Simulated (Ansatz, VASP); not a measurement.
# VAs (zincblende prototype): VASP beside Ansatz

One calculation is typed for both programs; each brings its own data sets. How far apart do they land? The cell is invented: As first built, before any earlier steps moved the atoms (in the runner's words): zincblende prototype, lattice guessed from radii. It may not be a known or stable phase. The two relaxations start from unlike cells of this crystal (the structure described is Ansatz's start), so only their ends are compared.

Main program and level: Ansatz 0.2.0; plane waves, with VASP 6.6.1 beside it; relaxation of cell and atoms at PBE, DFT+U.

## 1. Set-up

Symmetry: F-43m, No. 216, cubic system. Conventional cell: a = 5.635 Å, b = 5.635 Å, c = 5.635 Å, α = 90.00°, β = 90.00°, γ = 90.00°. Nearest to V lie 4 As at 2.44 Å. Nearest to As lie 4 V at 2.44 Å. As first built, before any earlier steps moved the atoms (in the runner's words): zincblende prototype, lattice guessed from radii. Farther neighbours are not listed.

## 2. Ansatz: relaxation of cell and atoms, PBE, DFT+U

Ansatz runs on its default PAW (the set named soft_2) files.

The relaxed volume is the usual yardstick between codes: in a stiff, nearly cubic crystal its relative difference is about their pressure difference at one cell divided by the bulk modulus.

The input, input.yaml:

```yaml
crystal:
  lattice:
    - [0.0, 2.8175, 2.8175]
    - [2.8175, 0.0, 2.8175]
    - [2.8175, 2.8175, 0.0]
  atoms:
    - { symbol: V, position: [0.0, 0.0, 0.0], spin: 1.5 }
    - { symbol: As, position: [0.25, 0.25, 0.25] }
magnetization:
  spin_polarized: true
kpoints:
  mp_grid: { grid: [10, 10, 10] }
hamiltonian:
  xc: pbe
  hubbard:
    sites: [{ species: V, l: d, u_eff: 3.2 }]
    projectors: ortho-atomic
scf:
  occupations: { method: fermi_dirac, width: 0.1 }
output: {}
relax:
  cell: {}
  max_steps: 40
```

On the command line:

```sh
ansatz run input.yaml --threads 4 --pin off --max-ram 8192MiB --backend cpu --events-out ev --progress --plain --runs-dir out
```

Numbers of over 12 decimals in the logs are rounded to 6 here.

What it wrote:

```text
Engine: ansatz 0.2.0, aarch64-unknown-linux-gnu
Pseudopotentials: kind: paw
Pseudopotential: V, paw, valence charge 13, recommended cutoff 420 eV (normal), V.paw.azcp
Pseudopotential: As, paw, valence charge 15, recommended cutoff 420 eV (normal), As.paw.azcp
Functional definition: PBE
  parameter kappa = 0.804
  parameter beta = 0.066725
  exchange = pbe_x(kappa = kappa, mu = beta*pi^2/3)
  correlation = pbe_c(beta = beta)
Crystal: 2 atoms, lattice volume = 44.732 Å³
Basis set: ecut = 420 eV, 893 PW (Γ), exchange–correlation on 54×54×54 points (8 copies of the dense FFT grid, shifted against one another)
Bands: 19, of which v1, the nominal top of the filled ones, is band 14 counted from 1 (13 counted from 0)
Symmetry: 24 space group operations
Space group: F-43m (ITA 216), of the structure as read, at distance tolerance 3.5e-5 Å
Magnetic group: BNS 216.74 (UNI 1576), of the structure as read, at distance tolerance 3.5e-5 Å
k-points: 47 of 1000 (time reversal used)
Non-local potential: V, projectors of the file, l = 0: 3, l = 1: 2, l = 2: 3, l = 3: 1
Non-local potential: As, projectors of the file, l = 0: 2, l = 1: 2, l = 2: 3, l = 3: 1
PAW form: soft (Blöchl's): semilocal exchange-correlation on the pseudo side does not see the compensation charge
PAW one-centre angular grid: V, 590 points (default); XC on 64 Gauss nodes
PAW one-centre angular grid: As, 590 points (default); XC on 64 Gauss nodes
Initial density: superposition of atomic densities (chi_scale 0.1, normalization cell)
Starting moments: Σ|m| = 1.5 μB on 1 of 2 sites
Initial wavefunctions: pseudopotential atomic-orbital guess
Functional: x = pbe(κ = 0.804, μ = 0.219515), c = pbe(β = 0.066725)
SCF iter   1: F=—  HF=-7765.182153 eV  |F-HF|=—  |Δ(HF+E_count)|=         —  Δρ=4.13e-2 (↑2.36e-2 ↓4.13e-2)  dr2=1.00e0  dr2_m=2.86e-1  M=2.000 μB ∫|m|=2.307 μB  β_m=1.00  ethr=3.10e-3  ⟨swp⟩=4.1  Hψ=7096  notcnv=0
preconditioner: auto → Kerker (q_TF=auto, 2.523 Å⁻¹)  [metal: Δε(μ)=0.008 eV  Ē_g=6.817 eV  σ=0.100 eV  W_gap=0.02  n_scr=14 (ndim 8)  ℏωp=17.6 eV  f_vac=0.000  D(μ)=2.14/eV (n_scr^D=14)]
spin=Collinear: Kerker preconditioning applied to the charge; magnetization (m = ρ↑ − ρ↓) channel mixes plain (no charge-response kernel on spin).
SCF iter   2: F=—  HF=-7765.342837 eV  |F-HF|=—  |Δ(HF+E_count)|=   1.61e-1  Δρ=1.86e-2 (↑1.86e-2 ↓1.63e-2)  dr2=4.46e-1  dr2_m=4.11e-2  M=2.000 μB ∫|m|=2.582 μB  β_m=1.00  ethr=3.10e-3  ⟨swp⟩=2.0  Hψ=2943  notcnv=0
SCF iter   3: F=—  HF=-7765.478086 eV  |F-HF|=—  |Δ(HF+E_count)|=   1.35e-1  Δρ=1.45e-2 (↑1.45e-2 ↓1.07e-2)  dr2=3.12e-1  dr2_m=9.73e-3  M=2.000 μB ∫|m|=2.701 μB  β_m=1.00  ethr=1.59e-3  ⟨swp⟩=2.0  Hψ=2192  notcnv=0
SCF iter   4: F=—  HF=-7765.542729 eV  |F-HF|=—  |Δ(HF+E_count)|=   6.46e-2  Δρ=1.28e-2 (↑1.28e-2 ↓6.79e-3)  dr2=1.42e-1  dr2_m=4.87e-3  M=2.000 μB ∫|m|=2.674 μB  β_m=0.30  ethr=1.11e-3  ⟨swp⟩=2.2  Hψ=3125  notcnv=0
SCF iter   5: F=—  HF=-7765.601218 eV  |F-HF|=—  |Δ(HF+E_count)|=   5.85e-2  Δρ=3.84e-3 (↑3.84e-3 ↓3.43e-3)  dr2=1.14e-2  dr2_m=2.18e-3  M=2.000 μB ∫|m|=2.743 μB  β_m=1.00  ethr=5.07e-4  ⟨swp⟩=2.1  Hψ=2583  notcnv=0  defer=4
SCF iter   6: F=—  HF=-7765.666787 eV  |F-HF|=—  |Δ(HF+E_count)|=   6.56e-2  Δρ=6.13e-3 (↑6.13e-3 ↓1.75e-3)  dr2=2.94e-2  dr2_m=2.29e-3  M=2.002 μB ∫|m|=2.788 μB  β_m=1.00  ethr=4.06e-5  ⟨swp⟩=2.0  Hψ=3822  notcnv=0  defer=4
SCF iter   7: F=—  HF=-7765.697740 eV  |F-HF|=—  |Δ(HF+E_count)|=   3.10e-2  Δρ=1.69e-3 (↑1.69e-3 ↓9.28e-4)  dr2=8.26e-4  dr2_m=2.91e-4  M=2.001 μB ∫|m|=2.770 μB  β_m=0.30  ethr=4.06e-5  ⟨swp⟩=2.1  Hψ=3202  notcnv=0  defer=4
SCF iter   8: F=—  HF=-7765.722135 eV  |F-HF|=—  |Δ(HF+E_count)|=   2.44e-2  Δρ=2.13e-3 (↑2.13e-3 ↓5.38e-4)  dr2=9.34e-4  dr2_m=5.21e-4  M=2.002 μB ∫|m|=2.761 μB  β_m=0.30  ethr=2.95e-6  ⟨swp⟩=2.0  Hψ=3056  notcnv=0  defer=4
Mixer restart at iter 8: flushing history
spin-set hold released at iteration 8 (site moments contracting): the magnetisation degrees of freedom join the quasi-Newton model from the next iteration; the mixer history was flushed
SCF iter   9: F=—  HF=-7765.738195 eV  |F-HF|=—  |Δ(HF+E_count)|=   1.61e-2  Δρ=2.33e-3 (↑2.33e-3 ↓4.11e-4)  dr2=8.06e-4  dr2_m=5.99e-4  M=2.002 μB ∫|m|=2.757 μB  β_m=0.50  ethr=2.95e-6  ⟨swp⟩=1.5  Hψ=1988  notcnv=0  defer=4
[...]
SCF converged after 7 iterations
Magnetization: 2.0076 μB (15.0038 up, 12.9962 down)
Absolute magnetization: 2.6868 μB (∫|ρ↑−ρ↓|, with the PAW one-centre terms)
Spin contamination: 0.1536 ħ² per cell (⟨S²⟩ above its minimum at these occupations)
Per-site moments (μB) at R_I (Å): [(2.077736, 1.045169), (-0.213219, 1.045169)]
Free energy (F): -7765.901977 eV
Harris-Foulkes:  -7765.901977 eV  (|F-HF|=4.55e-12)
Internal energy: -7765.890944 eV  (E = F + TS)
E sigma→0 (E₀):  -7765.896460 eV
Entropy (-TS):   -0.011033 eV (-5.516 meV/atom)
Fermi energy:    7.128075 eV
--- Per-component energies (eV) ---
  E_band       = -521.435637
  E_kinetic    = 435.154987
  E_local      = -3419.108428  (includes V_loc(G=0)·N_el)
  E_nonlocal   = -712.028829
  E_hartree    = 1693.020908
  E_xc         = -207.199725
  E_vxc        = -241.169805  (∫ρ·V_xc dr)
  E_hubbard    = 1.961436  (on-site DFT+U / exact-exchange correction)
  E_vhub       = -1.752628  (the Hubbard potential's part of the band-sum identity)
  E_paw        = -2950.158607  (= ΣΔE_a)
  E_vpaw       = 31.426985  (= ΣTr[D̂ρ^β])
  E_aug_tail   = 0.000284  (compensation charges beyond the density's cutoff)
  E_ewald      = -2607.532970
  E_smearing   = -0.011033  (= −TS)
  E_closure    = 0.000000  (closes the sum)
  Σ components = -7765.901977   (vs F -7765.901977, Δ=0.00e0)
--- Forces (eV/Å), atoms counted from 1 ---
  atom   1  V      0.00000000    -0.00000000    -0.00000000
  atom   2  As    -0.00000000     0.00000000     0.00000000
  max |Σ_I F_I| component: 4.57e-17 eV/Å
--- Stress (GPa, compression-positive) ---
        0.001126       0.000000       0.000000
        0.000000       0.001126       0.000000
        0.000000       0.000000       0.001126
  P = ⅓ Tr σ = 0.0011 GPa (0.011 kbar)
Occupation matrices written to <dir>
--- The result so far, ahead of a search for a lower minimum behind the relaxation; the run's own can be another ---
--- Relaxed structure (5 steps of the walk, 5 accepted, 2 SCFs on fresh bases) ---
  F+E_penalty+E_count = -7765.90197668 eV   max|allowed force component| = 2.342e-17 eV/Å   (the final SCF, on the basis selected at the relaxed cell)
  cell:  # Å, volume = 50.0871 Å³
    - [0, 2.925715, 2.925715]
    - [2.925715, 0, 2.925715]
    - [2.925715, 2.925715, 0]
  atoms:
    - { symbol: V, position: [0, 0, 0] }
    - { symbol: As, position: [0.250000, 0.25, 0.250000] }
--- Search for a lower minimum behind the relaxation: the rows below count on from the relaxation's ---
[...]
preconditioner: auto → Kerker (q_TF=auto, 2.476 Å⁻¹)  [metal: Δε(μ)=0.006 eV  Ē_g=6.388 eV  σ=0.100 eV  W_gap=0.01  n_scr=14 (ndim 8)  ℏωp=16.6 eV  f_vac=0.000  D(μ)=2.56/eV (n_scr^D=26)]
spin=Collinear: Kerker preconditioning applied to the charge; magnetization (m = ρ↑ − ρ↓) channel mixes plain (no charge-response kernel on spin).
[...]
Mixer restart at iter 8: flushing history
spin-set hold released at iteration 8 (site moments contracting): the magnetisation degrees of freedom join the quasi-Newton model from the next iteration; the mixer history was flushed
SCF iter   9: F=—  HF=-7765.858248 eV  |F-HF|=—  |Δ(HF+E_count)|=   2.24e-2  Δρ=3.03e-3 (↑3.03e-3 ↓6.47e-4)  dr2=2.69e-3  dr2_m=1.32e-3  M=2.009 μB ∫|m|=2.847 μB  β_m=0.55  ethr=7.00e-6  ⟨swp⟩=2.0  Hψ=2175  notcnv=0  defer=6
SCF iter  10: F=—  HF=-7765.898746 eV  |F-HF|=—  |Δ(HF+E_count)|=   4.05e-2  Δρ=3.48e-3 (↑3.48e-3 ↓2.83e-4)  dr2=7.14e-3  dr2_m=1.56e-3  M=2.008 μB ∫|m|=2.767 μB  β_m=0.69  ethr=7.00e-6  ⟨swp⟩=2.0  Hψ=3306  notcnv=0  defer=6
SCF iter  11: F=—  HF=-7765.900627 eV  |F-HF|=—  |Δ(HF+E_count)|=   1.88e-3  Δρ=1.61e-3 (↑1.61e-3 ↓7.40e-4)  dr2=1.06e-3  dr2_m=5.72e-4  M=2.009 μB ∫|m|=2.741 μB  β_m=0.85  ethr=7.00e-6  ⟨swp⟩=2.0  Hψ=3350  notcnv=0  defer=6
SCF iter  12: F=—  HF=-7765.901587 eV  |F-HF|=—  |Δ(HF+E_count)|=   9.60e-4  Δρ=6.13e-4 (↑6.13e-4 ↓2.79e-4)  dr2=1.18e-4  dr2_m=8.25e-5  M=2.008 μB ∫|m|=2.718 μB  β_m=0.92  ethr=3.79e-6  ⟨swp⟩=1.5  Hψ=1997  notcnv=0  defer=6
SCF iter  13: F=—  HF=-7765.901970 eV  |F-HF|=—  |Δ(HF+E_count)|=   3.82e-4  Δρ=1.21e-4 (↑6.73e-5 ↓1.21e-4)  dr2=1.98e-5  dr2_m=7.71e-7  M=2.008 μB ∫|m|=2.697 μB  β_m=0.96  ethr=4.21e-7  ⟨swp⟩=2.1  Hψ=3131  notcnv=0  defer=6
SCF iter  14: F=—  HF=-7765.901976 eV  |F-HF|=—  |Δ(HF+E_count)|=   6.75e-6  Δρ=7.82e-5 (↑7.82e-5 ↓3.08e-5)  dr2=6.38e-6  dr2_m=3.65e-7  M=2.008 μB ∫|m|=2.694 μB  β_m=0.94  ethr=7.06e-8  ⟨swp⟩=2.9  Hψ=3217  notcnv=0  defer=7
SCF iter  15: F=—  HF=-7765.901976 eV  |F-HF|=—  |Δ(HF+E_count)|=   2.82e-8  Δρ=3.48e-5 (↑3.48e-5 ↓2.09e-5)  dr2=2.28e-6  dr2_m=3.36e-8  M=2.008 μB ∫|m|=2.694 μB  β_m=0.97  ethr=2.28e-8  ⟨swp⟩=2.0  Hψ=2300  notcnv=0  defer=7
SCF iter  16: F=—  HF=-7765.901976 eV  |F-HF|=—  |Δ(HF+E_count)|=   2.32e-7  Δρ=1.78e-5 (↑1.78e-5 ↓8.18e-6)  dr2=4.30e-7  dr2_m=1.67e-8  M=2.008 μB ∫|m|=2.694 μB  β_m=0.98  ethr=8.13e-9  ⟨swp⟩=3.0  Hψ=3082  notcnv=0  defer=7
SCF iter  17: F=-7765.901977 eV  HF=-7765.901977 eV  |F-HF|=3.21e-8  |Δ(HF+E_count)|=   1.57e-7  Δρ=3.74e-6 (↑3.74e-6 ↓2.83e-6)  dr2=3.27e-8  dr2_m=9.90e-10  M=2.008 μB ∫|m|=2.694 μB  ethr=3.57e-10  ⟨swp⟩=1.0  Hψ=4261  notcnv=0
SCF 1 converged in 17 iterations: F = -7765.901977 eV  dr2 = 3.27e-8
SCF converged after 7 iterations
Magnetization: 2.0076 μB (15.0038 up, 12.9962 down)
Absolute magnetization: 2.6868 μB (∫|ρ↑−ρ↓|, with the PAW one-centre terms)
Spin contamination: 0.1536 ħ² per cell (⟨S²⟩ above its minimum at these occupations)
Per-site moments (μB) at R_I (Å): [(2.077736, 1.045169), (-0.213219, 1.045169)]
Free energy (F): -7765.901977 eV
Harris-Foulkes:  -7765.901977 eV  (|F-HF|=4.55e-12)
Internal energy: -7765.890944 eV  (E = F + TS)
E sigma→0 (E₀):  -7765.896460 eV
Entropy (-TS):   -0.011033 eV (-5.516 meV/atom)
Fermi energy:    7.128075 eV
--- Per-component energies (eV) ---
  E_band       = -521.435637
  E_kinetic    = 435.154987
  E_local      = -3419.108428  (includes V_loc(G=0)·N_el)
  E_nonlocal   = -712.028829
  E_hartree    = 1693.020908
  E_xc         = -207.199725
  E_vxc        = -241.169805  (∫ρ·V_xc dr)
  E_hubbard    = 1.961436  (on-site DFT+U / exact-exchange correction)
  E_vhub       = -1.752628  (the Hubbard potential's part of the band-sum identity)
  E_paw        = -2950.158607  (= ΣΔE_a)
  E_vpaw       = 31.426985  (= ΣTr[D̂ρ^β])
  E_aug_tail   = 0.000284  (compensation charges beyond the density's cutoff)
  E_ewald      = -2607.532970
  E_smearing   = -0.011033  (= −TS)
  E_closure    = 0.000000  (closes the sum)
  Σ components = -7765.901977   (vs F -7765.901977, Δ=0.00e0)
--- Forces (eV/Å), atoms counted from 1 ---
  atom   1  V      0.00000000    -0.00000000    -0.00000000
  atom   2  As    -0.00000000     0.00000000     0.00000000
  max |Σ_I F_I| component: 4.57e-17 eV/Å
--- Stress (GPa, compression-positive) ---
        0.001126       0.000000       0.000000
        0.000000       0.001126       0.000000
        0.000000       0.000000       0.001126
  P = ⅓ Tr σ = 0.0011 GPa (0.011 kbar)
--- Relaxed structure (5 steps of the walk, 5 accepted, 2 SCFs on fresh bases) ---
  F+E_penalty+E_count = -7765.90197668 eV   max|allowed force component| = 2.342e-17 eV/Å   (the final SCF, on the basis selected at the relaxed cell)
  cell:  # Å, volume = 50.0871 Å³
    - [0, 2.925715, 2.925715]
    - [2.925715, 0, 2.925715]
    - [2.925715, 2.925715, 0]
  atoms:
    - { symbol: V, position: [0, 0, 0] }
    - { symbol: As, position: [0.250000, 0.25, 0.250000] }
```

In the SCF lines HF is the Harris–Foulkes energy and dr2 the Hartree energy of the density residual, in eV; the loop may stop once dr2 is under the threshold and the program's other checks hold. Hψ counts applications of the Hamiltonian.

(Part 1 of 2 ends here.)

[Lines on the potential files, build, host, timing and source positions are cut from VASP's logs without a mark.]

[Logs are printed without paths, hosts, clocks, repeated set-up lines and the standing remarks that a program may print on its own settings, such as how far it seeks lower states.]

[Hosts, paths, dates, database ids (printed as entryN), source tags and the programs' standing remarks are cut or masked in the printed files.]
